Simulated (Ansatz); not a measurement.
# C2 sheet: levels of theory, part 2 of 2

The task, for C2 sheet: compare levels of theory.

Ansatz 0.2.0; DFT PBE, scalar-relativistic, plane waves, PAW, and further levels as typed in the inputs. Earlier steps stand in the parts before.

### Step 5. Single point: HSE06

input.yaml reads:

```yaml
crystal:
  lattice:
    - [2.46, 0.0, 0.0]
    - [-1.23, 2.1304224933, 0.0]
    - [0.0, 0.0, 20.0]
  atoms:
    - { symbol: C, position: [0.3333333333, 0.6666666667, 0.5] }
    - { symbol: C, position: [0.6666666667, 0.3333333333, 0.5] }
  periodic: [true, true, false]
scf:
  occupations: { method: fermi_dirac, width: 0.01 }
output:
  forces: false
  stress: false
  eigenvalues: true
  eigenstates:
    kpoints: [[0, 0, 0], [0.5, 0, 0], [0.3333333333333, 0.3333333333333, 0]]
    e_range: [-9, 6]
  write_density: true
  write_potential: true
  elf: true
  volumetric_format: npy
kpoints:
  mp_grid: { grid: [24, 24, 1] }
hamiltonian:
  xc: hse06
```

On the command line:

```bash
$ ansatz run input.yaml --threads 4 --pin off --max-ram 12288MiB --backend cpu --events-out ev --progress --plain --runs-dir out
```

Log:

```text
Warning: crystal.periodic: the lattice vector that does not repeat stood 0.000° off the slab's normal, 20.000 Å along it as the deck builds it. The run solves the slab on a vector along the normal, 23.800 Å long, with every atom where it was (on the deck's vector they left 20.00 Å outside them, and the widest stretch free of ions among them is 0.00 Å). A fractional position that the run reports is one of the run's cell, which starts as this one, and not of the deck's: it goes into a deck with that cell's vectors. The slab on that cell runs as it stands in a deck that lists each atom with its symbol and moment, types crystal.periodic and leaves out crystal.checkpoint, crystal.saddle_side, crystal.structure_sha256, crystal.space_group, crystal.setting, crystal.reduce_to_primitive, crystal.supercell, crystal.defects and each atom's wyckoff. Where those keys changed the vectors of the plane, lay the indices of each lattice_plane and lattice_line anew on these rows. Along the normal they count this vector already. An outside_sphere can name other atoms there (type this run's as sites). In the order of the run's atom list the slab is: crystal.lattice: [[2.46, 0.0, 0.0], [-1.23, 2.1304224933, 0.0], [0.0, -0.0, 23.8]]; position: [0.3333333333, 0.6666666667, 0.4201680672268907]; position: [0.6666666666999999, 0.3333333333, 0.4201680672268907];
Warning: RAYON_NUM_THREADS=4 ignored (pool sized by the plan → 4); use --threads N
crystal.periodic: the lattice vector that does not repeat stood 0.000° off the slab's normal, 20.000 Å along it as the deck builds it. The run solves the slab on a vector along the normal, 23.800 Å long, with every atom where it was (on the deck's vector they left 20.00 Å outside them, and the widest stretch free of ions among them is 0.00 Å). A fractional position that the run reports is one of the run's cell, which starts as this one, and not of the deck's: it goes into a deck with that cell's vectors. The slab on that cell runs as it stands in a deck that lists each atom with its symbol and moment, types crystal.periodic and leaves out crystal.checkpoint, crystal.saddle_side, crystal.structure_sha256, crystal.space_group, crystal.setting, crystal.reduce_to_primitive, crystal.supercell, crystal.defects and each atom's wyckoff. Where those keys changed the vectors of the plane, lay the indices of each lattice_plane and lattice_line anew on these rows. Along the normal they count this vector already. An outside_sphere can name other atoms there (type this run's as sites). In the order of the run's atom list the slab is: crystal.lattice: [[2.46, 0.0, 0.0], [-1.23, 2.1304224933, 0.0], [0.0, -0.0, 23.8]]; position: [0.3333333333, 0.6666666667, 0.4201680672268907]; position: [0.6666666666999999, 0.3333333333, 0.4201680672268907];
Engine: ansatz 0.2.0, x86_64-unknown-linux-gnu
Pseudopotentials: kind: paw
Pseudopotential: C, paw, valence charge 4, recommended cutoff 420 eV (normal), C.paw.azcp
Functional definition: HSE06
  parameter a = 0.25
  parameter omega = 0.11/bohr
  exchange = pbe_x - a*pbe_x_sr(omega) + a*exact_x_sr(omega)
  correlation = pbe_c
Crystal: 2 atoms, lattice volume = 124.732 Å³
Basis set: ecut = 420 eV, 2353 PW (Γ)
Bands: 8, of which v1, the nominal top of the filled ones, is band 4 counted from 1 (3 counted from 0)
Symmetry: 24 space group operations
Space group: P6/mmm (ITA 191), of the structure as read, at distance tolerance 5.0e-5 Å
k-points: 61 of 576
Non-local potential: C, projectors of the file, l = 0: 2, l = 1: 2, l = 2: 1
PAW form: soft (Blöchl's): semilocal exchange-correlation on the pseudo side does not see the compensation charge
PAW frozen core: C, regenerated for the run's functional, and the local potential with it (the file was generated under x = pbe(κ = 0.804, μ = 0.2195149727645171), c = pbe(β = 0.06672455060314922))
PAW one-centre angular grid: C, 110 points (default); XC on 64 Gauss nodes
Initial density: superposition of atomic densities (neutral atoms: chi_scale 0, normalization atom), corrected by the library's trained network
Initial wavefunctions: pseudopotential atomic-orbital guess
Functional: x = pbe(κ = 0.804, μ = 0.2195149727645171), c = pbe(β = 0.06672455060314922), warm-up for x = pbe(κ = 0.804, μ = 0.2195149727645171) + 0.25 (exact − pbe) at short range (hse, ω = 0.20786987370883472 Å⁻¹), c = pbe(β = 0.06672455060314922); HSE06 as pw.x's `hse` composes it (authors' and Libxc's form: `xc: wpbeh`)
SCF iter   1: F=—  HF=-501.882546 eV  |F-HF|=—  |Δ(HF+E_count)|=         —  Δρ=1.62e-3  dr2=2.83e-3  ethr=1.77e-3  ⟨swp⟩=16.7  Hψ=3824  notcnv=9
preconditioner: auto → none  [metal: Δε(μ)=0.000 eV  Ē_g=16.288 eV  σ=0.010 eV  W_gap=0.00  n_scr=12 (ndim 8)  ℏωp=9.4 eV  f_vac=0.813  D(μ)=0.35/eV (n_scr^D=4)  sad-step TF]
SCF iter   2: F=—  HF=-501.882513 eV  |F-HF|=—  |Δ(HF+E_count)|=   3.29e-5  Δρ=8.71e-4  dr2=1.04e-3  ethr=3.53e-5  ⟨swp⟩=4.4  Hψ=1462  notcnv=0  defer=147
iter 3 solved again at ethr=1.58e-7 eV; its pass at ethr=1.31e-5 eV (dr2=1.26e-5 eV) is discarded
SCF iter   3: F=—  HF=-501.882493 eV  |F-HF|=—  |Δ(HF+E_count)|=   2.02e-5  Δρ=1.17e-4  dr2=1.32e-5  ethr=1.58e-7  ⟨swp⟩=4.2  Hψ=2964  notcnv=0  defer=130
SCF iter   4: F=—  HF=-501.882557 eV  |F-HF|=—  |Δ(HF+E_count)|=   6.43e-5  Δρ=1.40e-5  dr2=2.00e-7  ethr=1.58e-7  ⟨swp⟩=4.1  Hψ=1385  notcnv=0  defer=186
SCF iter   5: F=—  HF=-501.882563 eV  |F-HF|=—  |Δ(HF+E_count)|=   5.90e-6  Δρ=2.64e-6  dr2=3.87e-9  ethr=2.50e-9  ⟨swp⟩=4.4  Hψ=1595  notcnv=0  defer=147
SCF iter   6: F=-501.882563 eV  HF=-501.882563 eV  |F-HF|=3.04e-10  |Δ(HF+E_count)|=   5.47e-8  Δρ=1.29e-7  dr2=1.59e-11  ethr=4.84e-11  ⟨swp⟩=4.1  Hψ=1276  notcnv=0  defer=67
SCF 1 converged in 6 iterations: F = -501.882563 eV  dr2 = 1.59e-11
Initial density: handed on by an earlier stage of this run
Initial wavefunctions: those handed on with the density
Functional: x = pbe(κ = 0.804, μ = 0.2195149727645171) + 0.25 (exact − pbe) at short range (hse, ω = 0.20786987370883472 Å⁻¹), c = pbe(β = 0.06672455060314922); HSE06 as pw.x's `hse` composes it (authors' and Libxc's form: `xc: wpbeh`)
Exchange kernel: α = 0.2500, screened, ω = 0.2079 Å⁻¹, Wigner–Seitz truncation, v(0) = 1046.8733 eV·Å³, q-mesh 24×24×1, nearest image of the exchange supercell L = 23.80 Å, pair-density grid 15×15×160, without the augmentation charges, whose exchange is taken in its separable form by FFT convolution over the k-point mesh (the finest that the files' search goes to), smooth part of the exact exchange by density-matrix convolution
Frozen-core exchange: fock
iter 1 solved again at ethr=7.14e-5 eV; its pass at ethr=1.00e-1 eV (dr2=5.72e-3 eV) is discarded
SCF iter   1: F=—  HF=-501.889820 eV  |F-HF|=—  |Δ(HF+E_count)|=         —  Δρ=3.13e-3  dr2=6.50e-3  ethr=7.14e-5  ⟨swp⟩=9.2  Hψ=3195  notcnv=2
preconditioner: auto → none  [metal: Δε(μ)=0.000 eV  Ē_g=17.963 eV  σ=0.010 eV  W_gap=0.00  n_scr=12 (ndim 8)  ℏωp=9.4 eV  f_vac=0.822  D(μ)=0.35/eV (n_scr^D=4)]
SCF iter   2: F=—  HF=-501.887249 eV  |F-HF|=—  |Δ(HF+E_count)|=   2.57e-3  Δρ=1.21e-3  dr2=7.02e-4  ethr=7.14e-5  ⟨swp⟩=3.3  Hψ=1156  notcnv=0  defer=8
SCF iter   3: F=—  HF=-501.888572 eV  |F-HF|=—  |Δ(HF+E_count)|=   1.32e-3  Δρ=3.87e-4  dr2=5.51e-5  ethr=7.99e-6  ⟨swp⟩=4.4  Hψ=1368  notcnv=0  defer=29
SCF iter   4: F=—  HF=-501.888551 eV  |F-HF|=—  |Δ(HF+E_count)|=   2.08e-5  Δρ=8.86e-5  dr2=3.92e-6  ethr=6.74e-7  ⟨swp⟩=2.2  Hψ=817  notcnv=0  defer=11
SCF iter   5: F=-501.888551 eV  HF=-501.888551 eV  |F-HF|=3.77e-8  |Δ(HF+E_count)|=   7.74e-7  Δρ=6.56e-6  dr2=1.43e-6  ethr=3.38e-8  ⟨swp⟩=3.1  Hψ=853  notcnv=0  defer=9
SCF 2 stopped early in 5 iterations: F = -501.888551 eV  dr2 = 1.43e-6
hybrid outer 1: dexx = +1.772e-3 eV, tail = 1.10e-5 eV
Exchange kernel: α = 0.2500, screened, ω = 0.2079 Å⁻¹, Wigner–Seitz truncation, v(0) = 1046.8733 eV·Å³, q-mesh 24×24×1, nearest image of the exchange supercell L = 23.80 Å, pair-density grid 15×15×160, without the augmentation charges, whose exchange is taken in its separable form by FFT convolution over the k-point mesh (the finest that the files' search goes to), smooth part of the exact exchange by density-matrix convolution
Frozen-core exchange: fock
SCF iter   1: F=—  HF=-501.888635 eV  |F-HF|=—  |Δ(HF+E_count)|=         —  Δρ=3.13e-5  dr2=3.65e-7  ethr=6.89e-7  ⟨swp⟩=6.6  Hψ=1613  notcnv=1
preconditioner: auto → none  [metal: Δε(μ)=0.000 eV  Ē_g=18.069 eV  σ=0.010 eV  W_gap=0.00  n_scr=12 (ndim 8)  ℏωp=9.4 eV  f_vac=0.822  D(μ)=0.35/eV (n_scr^D=4)]
iter 2 solved again at ethr=8.51e-11 eV; its pass at ethr=4.18e-9 eV (dr2=6.81e-9 eV) is discarded
SCF iter   2: F=-501.888635 eV  HF=-501.888635 eV  |F-HF|=7.12e-9  |Δ(HF+E_count)|=   3.94e-8  Δρ=4.88e-6  dr2=2.34e-8  ethr=8.51e-11  ⟨swp⟩=4.2  Hψ=2233  notcnv=0  defer=35
SCF 3 converged in 2 iterations: F = -501.888635 eV  dr2 = 2.34e-8
hybrid outer 2: dexx = +2.927e-7 eV, tail = 5.18e-8 eV, Δε = 2.92e-3 eV (about 2.14e-4 eV left of the loop's levels)
NSCF: frozen V_eff on 3 k-points
WARN: The output density's exchange-correlation potential varies sharply where the density is thin. Do not read a vacuum level from v_tot or v_xc, or from such a field of the output density. On a cell that repeats whose density bears no net charge and no dipole along the vacuum's axis use v_es (v_loc + v_h of the components); under efield.dipole_correction with no amplitude use v_es + v_field, which holds any external_charges[].barrier, or the levels of the report's work_function block, which leave it out; under a non-zero efield.amplitude the vacuum is tilted and has no level; on a cell that repeats and bears such a dipole with no correction it is tilted too, and efield.dipole_correction with no amplitude gives each side of its ramp a level where efield: is served; in a cell that repeats whose density bears a net charge (total_charge, or a fill off its count) it is curved and has none; of a slab under crystal.periodic whose density bears no net charge use v_es, which has a level on each side, short of where the two are joined; of another it falls or rises all the way out and has none; of a slab beside external_charges read slab_vacuum_level instead, which it has where they leave it neutral. The grid or the basis barely resolves most such structure, and the values can differ between equally converged runs; as a rule a tighter scf.convergence.dr2_threshold does not remove it. Where the density itself ripples (under the LDA too) a higher basis.ecutwfc lessens it. The files hold the spikes' plane waves up to the density's cutoff. Files: v_tot_of_output_density and the like, and their columns of v_z.tsv (output.write_potential); v_xc_of_output_density and the like, and their columns of v_comp_z.tsv (output.write_potential_components). Measured: with its Gaussian average of σ = 0.25 Å subtracted twice, the exchange-correlation potential is over 0.1 eV at 509 of the grid points where the equally averaged density (valence and model cores) is under 1e-3 e/Å³, and 0.217 eV at the most among them, at an averaged density of 4.9e-4 e/Å³. The input density's (outcome.potential() and, of a run that writes arrays, v_tot and v_xc) is over 0.1 eV, so measured, at 509 points of its own thin density, 0.217 eV at the most. See output.write_potential in the manual, Limitations
hybrid SCF converged: 2 outer / 7 inner (+6 warm-up), last move |dexx| = 2.93e-7 eV, tail = 5.18e-8 eV
Stability not checked: this state was not tested for a lower state beside it, because the functional holds exact exchange (a hybrid, or Hartree-Fock), whose exchange loop this test does not read (fock_operator; see scf.lower_state_search)
Free energy (F): -501.888635 eV
Frozen-core exchange: fock
Harris-Foulkes:  -501.888635 eV  (|F-HF|=7.12e-9)
Internal energy: -501.888539 eV  (E = F + TS)
E sigma→0 (E₀):  -501.888587 eV
Entropy (-TS):   -0.000096 eV (-0.048 meV/atom)
Fermi energy:    -4.306697 eV
--- Per-component energies (eV) ---
  E_band       = -119.604826
  E_kinetic    = 181.380620
  E_local      = -6169.543141  (includes V_loc(G=0)·N_el)
  E_nonlocal   = 53.656982
  E_hartree    = 2979.233658
  E_xc         = -77.665003
  E_vxc        = -95.190013  (∫ρ·V_xc dr)
  E_exx        = -17.972819  (= α·E_x^exact, valence–valence)
  E_paw        = -198.877978  (= ΣΔE_a)
  E_vpaw       = -12.432747  (= ΣTr[D̂ρ^β])
  E_aug_tail   = 0.000015  (compensation charges beyond the density's cutoff)
  E_ewald      = 2747.933565
  E_core_change = -0.034436  (= ΣΔE_core)
  E_smearing   = -0.000096  (= −TS)
  E_closure    = -0.000000  (closes the sum)
  Σ components = -501.888635   (vs F -501.888635, Δ=-1.71e-13)
--- Band table (eV; the first three rows and the last of 61) ---
  k-point 0: bands = ["-26.4345", "-13.2237", "-8.3389", "-8.3389", "-0.8201", "-0.1338", "0.4693", "0.7546"]
  k-point 1: bands = ["-26.3896", "-13.1684", "-8.5218", "-8.4345", "-0.7636", "-0.0767", "0.5266", "0.8117"]
  k-point 2: bands = ["-26.2551", "-13.0027", "-9.0441", "-8.7028", "-0.5941", "0.0944", "0.6984", "0.9830"]
  k-point 60: bands = ["-18.8607", "-18.8607", "-16.4908", "-4.3066", "-4.3066", "6.8073", "9.3241", "9.3241"]
  the weakly bound empty levels are not read free of the cell's end (exact_exchange)
```

Run time: 2.7 min. Hardware: 4 threads of AMD EPYC 7R43 (Zen 3), shared host; peak memory 7.4 GiB.

Density in a lattice plane of the grid's cell (edges 2.46 and 2.46 Å, at 0.420 of the third edge), which holds C.

Ten even steps from ' ' (0.15 e/Å³) to '@' (2.10 e/Å³):
```
        ..::--==**##%%@@@@%%##++==--::..        
      ..::--==++##%%@@@@@@%%**++--::....        
  ....::--==++##%%@@@@@@%%##**==--::....        
..::::--==++**##%%@@@@@@%%##**==--::::..........
::--==++**####%%%%@@%%%%%%##**++==--::::......::
--==++**##%%%%%%%%%%%%%%%%##**++==------::::----
++**##%%%%@@%%%%%%%%@@@@%%%%##**++============++
##%%@@@@@@@@@@%%%%@@@@@@@@%%%%##****++++++++****
@@@@@@@@@@@@%%%%@@@@@@@@@@@@%%%%############%%%%
@@@@@@@@%%%%%%%%%%@@@@@@@@@@@@@@%%%%%%%%%%@@@@@@
@@%%%%############%%%%@@@@@@@@@@@@%%%%@@@@@@@@@@
##****++++++++****##%%%%@@@@@@@@%%%%@@@@@@@@@@%%
++++============++**##%%%%@@@@%%%%%%%%@@%%%%##**
------::::------==++**##%%%%%%%%%%%%%%%%##**++==
::::......::::--==++**##%%%%%%@@%%%%####**++==--
............::::--==**##%%@@@@@@%%##**++==--::::
          ....::--==**##%%@@@@@@%%##++==--::....
          ....::--++**%%@@@@@@%%##++==--::..    
          ..::--==++##%%@@@@%%##**==--::..      
          ..::--++**%%@@@@@@%%**++--::..        
```
Columns run along the first of these edges and rows up along the second, over one cell in 24 and 20 even steps from the bottom left corner. Atoms in the plane (fractional): C at (0.33, 0.67), C at (0.67, 0.33).

ELF in the same plane.

Ten even steps from '0' (0.03) to '9' (0.94):
```
000134678999999876421000
011245678888888765321000
123455666777766654321111
344555544344455655432222
566654321112356666543334
777763200012467777654556
888763100024688887655677
999763101247899987656789
999863223579999976556799
999764345789998754346799
999765567999997532236899
998765678999874210136799
877655678888642000136788
765545677776421000236777
543334566665321112345666
322223455655444344555544
111112345666777766655432
000012356788888887654211
000012467899999987643100
000123578999999987532100
```
Columns run along the first of these edges and rows up along the second, over one cell in 24 and 20 even steps from the bottom left corner. Atoms in the plane (fractional): C at (0.33, 0.67), C at (0.67, 0.33).

Both are smooth fields of the valence electrons: close to the nuclei they are not physical.

Outside the cores ELF peaks at 0.94 on the C–C line, 0.7 Å from C.

### Step 6. The runs side by side

What follows sums up all 2 parts.

| step | level | energy (eV) | gap on the mesh (eV) | time |
| --- | --- | --- | --- | --- |
| 2 | PBE | -501.884 | 0.00 | 93 s |
| 3 | LDA | -485.912 | 0.00 | 95 s |
| 4 | PBE | -501.884 | 0.00 | 8.3 s |
| 5 | HSE06 | -501.889 | 0.00 | 2.7 min |

Totals of different systems or levels have different zeros; only balanced differences at one level mean anything.

**Reading.** All levels find no gap on the mesh.
